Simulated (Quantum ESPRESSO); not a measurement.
# Ta under changes of volume

One of the cells (18.010 Å³/atom); the others are scaled copies at fixed shape and fractional positions:

```
CELL_PARAMETERS angstrom
-1.65128 1.65128 1.65128
1.65128 -1.65128 1.65128
1.65128 1.65128 -1.65128
ATOMIC_POSITIONS crystal
Ta 0.00000 0.00000 0.00000
```

- Program: Quantum ESPRESSO 7.5
- Functional: LDA
- Potentials or basis: GBRV 1.5 LDA
- Cutoff: 612 eV
- Density cutoff: 4898 eV
- k mesh: 11 × 11 × 11
- Occupations: fermi-dirac, width 0.05 eV
- Spin: no spin polarisation

```csv
volume (Å³/atom),energy over the lowest point (meV/atom),pressure (GPa)
16.930,3.32,2.8
17.290,0.00,-2.1
17.650,7.40,-6.5
18.010,24.34,-10.4
18.371,50.05,-13.9
18.731,?,?
19.091,123.02,-19.9
```

What does the run at 18.731 Å³/atom give?

Energy over the lowest point 83.13 meV/atom; pressure -17.1 GPa.

Worked out: A Birch-Murnaghan fit of order 3 (a polynomial in V^(-2/3)) to the other rows has its minimum at 17.22 Å³/atom with B0 = V·E''(V) = 235 GPa and B' = 4.6. It gives 83.14 meV/atom at 18.731 Å³/atom, against the run's 83.13, and -dE/dV = -16.3 GPa, against -17.1.

Energies are extrapolated to zero smearing.
